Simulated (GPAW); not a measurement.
The system is CsI.

```
Cs I
1.0
     4.56670    0.00000    0.00000
     0.00000    4.56670    0.00000
     0.00000    0.00000    4.56670
Cs I
1 1
Direct
  0.00000 0.00000 0.00000
  0.50000 0.50000 0.50000
```

Program: GPAW 26.7.0. Alike in all runs: potentials or basis GPAW PAW data sets (gpaw-data 1.2.1), pw; cell as given; cutoff (eV) 600.

Order these runs on this cell by their band gap on the k mesh, lowest first.
A. level PBE; spin off; k mesh 6 × 6 × 6; smearing gaussian 0.026 eV
B. level r2SCAN; spin SOC, no magnetisation; k mesh 5 × 5 × 5; smearing fermi-dirac 0.05 eV; band path GXMGRX,MR; band points 80; spin axis theta (degrees) 0; spin axis phi (degrees) 0
C. level r2SCAN; spin off; k mesh 6 × 6 × 6; smearing fermi-dirac 0.05 eV; band path GXMGRX,MR; band points 100

A (3.89 eV), B (4.33 eV), C (4.62 eV).

Caveats: spin-orbit coupling is left out, which moves the levels of the heavy elements (some runs); spin-orbit coupling was added after a scalar SCF, so levels and gaps hold it while energy, forces, pressure and moments don't (some runs); this program's spin-orbit splittings come out too wide for heavy elements (some runs).

A k mesh can miss the band edges, odd and even meshes differently.
